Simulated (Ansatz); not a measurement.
InSe:

```
In Se
1.0
     4.04733    0.00000    0.00000
    -2.02366    3.50509    0.00000
     0.00000    0.00000   18.05206
In Se
4 4
Direct
  0.33333 0.66667 0.07739
  0.33333 0.66667 0.92261
  0.00000 0.00000 0.42261
  0.00000 0.00000 0.57739
  0.33333 0.66667 0.35298
  0.33333 0.66667 0.64702
  0.66667 0.33333 0.14700
  0.66667 0.33333 0.85300
```

Measurements of this composition are mostly on another form, of space group No. 160.

```yaml
Program: Ansatz 0.2.0
Task: relaxation of cell and atoms
Functional: PBE
Dispersion: D4
Potentials_or_basis: Ansatz PAW
Cutoff: "420 eV (not typed: the program's choice for these potentials)"
k_mesh: 8 × 8 × 2
Occupations: fermi-dirac, width 0.05 eV
Spin: no spin polarisation
```

At the start: volume 32.01 Å³/atom.

**Question.** How do energy, volume and symmetry change on relaxing?

**Answer.** It ends after 7 steps and the volume is 29.21 Å³/atom (-8.8 %); space group P-6m2 (No. 187, to 0.05 Å).

The path:
| step | energy change (eV) | largest force (eV/Å) | volume (Å³) |
| --- | --- | --- | --- |
| 1 | 0.0000 | 0.2455 | 256.09 |
| 2 | -0.0667 | 0.2822 | 241.96 |
| 3 | -0.1384 | 0.1186 | 236.01 |
| 4 | -0.1541 | 0.0389 | 230.87 |
| 5 | -0.1558 | 0.0380 | 234.63 |
| 6 | -0.1567 | 0.0012 | 233.67 |
| 7 | -0.1534 | 0.0013 | 233.67 |

Final structure:
```xyz
8
Lattice="4.0340 0.0000 0.0000 -2.0170 3.4935 0.0000 0.0000 0.0000 16.5809" Properties=species:S:1:pos:R:3 pbc="T T T"
In    0.0000    2.3290    1.3957
In    0.0000    2.3290   15.1852
In    0.0000    0.0000    6.8947
In    0.0000    0.0000    9.6862
Se    0.0000    2.3290    5.6110
Se    0.0000    2.3290   10.9699
Se    2.0170    1.1645    2.6812
Se    2.0170    1.1645   13.8996
```

Caveat: the plane-wave basis is chosen anew once the cell has moved, so the energies of steps on either side of that aren't comparable.
